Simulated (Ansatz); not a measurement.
**InPd in Ansatz: the effect of functional**

The system is InPd.

```xyz
2
Lattice="3.3149 0.0000 0.0000 0.0000 3.3149 0.0000 0.0000 0.0000 3.3149" Properties=species:S:1:pos:R:3 pbc="T T T"
In    0.0000    0.0000    0.0000
Pd    1.6575    1.6575    1.6575
```

The cell comes from a database or a generator and needn't be the stable form of this composition.

The cell isn't the ideal one: volume scaled by 1.04.

Alike in all runs:

| Quantity | Value |
| --- | --- |
| Program | Ansatz 0.2.0 |
| Task | single point |
| Potentials or basis | Ansatz PAW |
| k mesh | 8 × 8 × 8 |
| Occupations | fermi-dirac, width 0.05 eV |
| Spin | no spin polarisation |

```csv
functional,cutoff,pressure (GPa)
LDA,420 eV (not typed: the program's choice for these potentials),?
r2SCAN,500 eV (not typed: the program's choice for these potentials),-5.2
PBE,420 eV (not typed: the program's choice for these potentials),-1.1
```

**Question.** What does the run with functional LDA give?

**Answer.** Pressure -10.9 GPa.

Caveats: the PAW data sets come from PBE, with cores solved anew for the run's functional, which leaves a small shift of forces and pressure (some runs).
